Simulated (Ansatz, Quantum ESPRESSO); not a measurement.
This is a calculation of MnO2 for Quantum ESPRESSO 7.5. Measurements of this composition are mostly on another form, of space group No. 136.

The input pw.in:

```
&CONTROL
  calculation = 'scf'
  prefix = 'pwscf'
  outdir = './tmp'
  pseudo_dir = './pseudo'
  tprnfor = .true.
  tstress = .true.
  disk_io = 'low'
/
&SYSTEM
  ibrav = 0
  celldm(1) = 8
  nat = 3
  ntyp = 2
  ecutwfc = 45
  ecutrho = 360
  nbnd = 24
  occupations = 'smearing'
  smearing = 'fd'
  degauss = 0.00367493
  nspin = 2
  starting_magnetization(1) = 0.2667
  starting_magnetization(2) = 0
/
&ELECTRONS
  conv_thr = 6d-10
  electron_maxstep = 120
  mixing_beta = 0.3
/
ATOMIC_SPECIES
Mn    54.9380 mn_pbesol_v1.5.uspp.F.UPF
O     15.9990 o_pbesol_v1.2.uspp.F.UPF
CELL_PARAMETERS alat
  0.3374188291675   0.1948088518383   1.0827968949612
 -0.3374188291675   0.1948088518383   1.0827968949612
  0.0000000000000  -0.3896177037002   1.0827968949612
ATOMIC_POSITIONS crystal
Mn     0.0000000000    0.0000000000    0.0000000000
O      0.7356355100    0.7356355100    0.7356355100
O      0.2643644900    0.2643644900    0.2643644900
K_POINTS automatic
11 11 11 0 0 0
```

The input pp_density.in:

```
&INPUTPP
  prefix = 'pwscf'
  outdir = './tmp'
  filplot = 'density.dat'
  plot_num = 0
/
&PLOT
  nfile = 1
  filepp(1) = 'density.dat'
  iflag = 3
  output_format = 6
  fileout = 'density.cube'
/
```

Contents of pp_potential.in:

```
&INPUTPP
  prefix = 'pwscf'
  outdir = './tmp'
  filplot = 'potential.dat'
  plot_num = 11
/
&PLOT
  nfile = 1
  filepp(1) = 'potential.dat'
  iflag = 3
  output_format = 6
  fileout = 'potential.cube'
/
```

pp_spin.in

```
&INPUTPP
  prefix = 'pwscf'
  outdir = './tmp'
  filplot = 'spin.dat'
  plot_num = 6
/
&PLOT
  nfile = 1
  filepp(1) = 'spin.dat'
  iflag = 3
  output_format = 6
  fileout = 'spin.cube'
/
```

Potentials or basis: GBRV 1.5 PBEsol.

Run with:

```bash
$ OMP_NUM_THREADS=1 mpirun -n 2 pw.x -nk 2 -in pw.in > pw.out
$ OMP_NUM_THREADS=1 mpirun -n 1 pp.x -in pp_density.in > pp_density.out
$ OMP_NUM_THREADS=1 mpirun -n 1 pp.x -in pp_potential.in > pp_potential.out
$ OMP_NUM_THREADS=1 mpirun -n 1 pp.x -in pp_spin.in > pp_spin.out
```

Problem. What does the same run look like in Ansatz 0.2.0? Potentials or basis there: Ansatz PAW, cutoff 420 eV.

Solution. As run (cutoffs and basis follow the program's own potentials, and thresholds, step limits or extra output files can differ):

Contents of input.yaml:

```yaml
crystal:
  lattice:
    - [1.4284348394, 0.824707239, 4.5839315268]
    - [-1.4284348394, 0.824707239, 4.5839315268]
    - [0.0, -1.6494144781, 4.5839315268]
  atoms:
    - { symbol: Mn, position: [0.0, 0.0, 0.0], spin: 4.0 }
    - { symbol: O, position: [0.73563551, 0.73563551, 0.73563551] }
    - { symbol: O, position: [0.26436449, 0.26436449, 0.26436449] }
hamiltonian:
  xc: pbesol
  pseudopotentials: { kind: paw }
magnetization:
  spin_polarized: true
kpoints:
  mp_grid: { grid: [11, 11, 11] }
scf:
  occupations: { method: fermi_dirac, width: 0.05 }
output:
  forces: true
  stress: true
  eigenvalues: true
```

Potentials or basis: Ansatz PAW.

Launch:

```console
$ ansatz run input.yaml --threads 1 --pin off --max-ram 3584MiB --backend cpu --events-out ev --progress --plain --runs-dir out
```

Both were run:

|  | Quantum ESPRESSO | Ansatz |
| --- | --- | --- |
| Pressure | -1.5 GPa | -2.0 GPa |
| Net moment | 3.00 μB per cell | 3.00 μB per cell |
| Absolute moment | 3.05 μB per cell | 3.04 μB per cell |

Ansatz's pressure holds a Pulay term of +0.82 GPa for its cutoff of 420 eV, which the other run lacks.

Ansatz's potentials were made for PBE.

Where Ansatz's input types no cutoff or centring, it takes its own default and a Γ-centred mesh.

The magnetic state is the one that the start led to; the real crystal's order can differ.

Pressure is positive in compression.
